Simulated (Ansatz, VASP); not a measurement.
# One calculation of EuO, two programs

```
Eu O
1.0
     0.00000    2.57195    2.57195
     2.57195    0.00000    2.57195
     2.57195    2.57195    0.00000
Eu O
1 1
Cartesian
  2.5720 2.5720 2.5720
  0.0000 0.0000 0.0000
```

Alike in both runs: task single point; functional r2SCAN; k mesh 6 × 6 × 6; occupations gaussian, width 0.05 eV; collinear spin; Hubbard terms Eu f U = 2.0 eV.

```csv
,VASP,Ansatz
version,VASP 6.6.1,Ansatz 0.2.0
potentials or method,"VASP PAW PBE potentials, release 64 (Eu, O)","scalar-relativistic, plane waves, PAW"
plane-wave cutoff (eV),520,500
valence electrons in the cell,23,23
```

VASP gave:

```
gap on the k mesh at the Fermi level (eV)                     : none
pressure (GPa)                                                : -3.5
net moment per atom (μB)                                      : 3.50
size of the moment on the site where the two differ most (μB) : 6.59
```

What did Ansatz give for the same quantities?

gap on the k mesh at the Fermi level (eV): none; pressure (GPa): -3.0; net moment per atom (μB): 3.50; size of the moment on the site where the two differ most (μB): 6.75.

Site moments also hang on the region over which each program counts them. The programs project onto different local orbitals, so the same U acts differently. A gap of «none» marks a metal or a gap that the smearing closes. Ansatz warned: «filled_band_counts_differ_across_k_points».

Caveats: the PAW data sets were made with another functional, which shifts forces and pressure a little (VASP); spin-orbit coupling is left out, which moves the levels of the heavy elements; a cell with one magnetic atom can't hold antiferromagnetic order, which such compounds often take. The state reached can hang on the start; a lower one may exist.
